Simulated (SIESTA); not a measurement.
Runs of SIESTA 5.4.2 on HgTe (Coloradoite). Symmetry: F-43m, No. 216, cubic system. The conventional cell has a = 6.429 Å, b = 6.429 Å, c = 6.429 Å, α = 90.00°, β = 90.00°, γ = 90.00°. Hg (site symmetry -43m) is surrounded by 4 Te at 2.78 Å. Around Te (site symmetry -43m) lie 4 Hg at 2.78 Å. 

```csv
level,potentials or basis,energy shift,gap on the mesh (eV),pressure (GPa)
PBEsol,"PseudoDojo 0.4 standard (PBEsol files), DZP (energy shift 0.003 Ry; two zetas on semicore shells)",0.003 Ry,(b),2.5
PBE,"PseudoDojo 0.4 standard (PBE files), DZP (energy shift 0.01 Ry)",0.01 Ry,0.43,1.8
PBE,"PseudoDojo 0.4 standard (PBE files), TZDP (energy shift 0.01 Ry)",0.01 Ry,0.39,(a)
PBE,"SG15 1.2 (PBE files) or PseudoDojo by element, DZP (energy shift 0.003 Ry; two zetas on semicore shells)",0.003 Ry,0.60,4.3
```

Alike in all rows: task band structure; no spin polarisation; cell as given; k mesh 7 × 7 × 7; smearing fermi-dirac 0.05 eV; grid cutoff 800 Ry.

Q: Estimate the missing entries.

A: (a) 1.2; (b) none.

Caveats: spin-orbit coupling is left out, which moves the levels of the heavy elements; the basis of atomic orbitals isn't converged, which shifts pressures, moduli and gaps; the valence orbitals were made in a potential fitted to the semicore shell under them, which widens gaps by tenths of an eV or more (some runs); semicore shells carry a single zeta, which can move pressures by several GPa and volumes by a few percent (some runs); short orbitals over semicore shells can move pressures by several GPa (some runs).

A k mesh can miss the band edges, and the runs leave out spin-orbit coupling on Hg, Te.
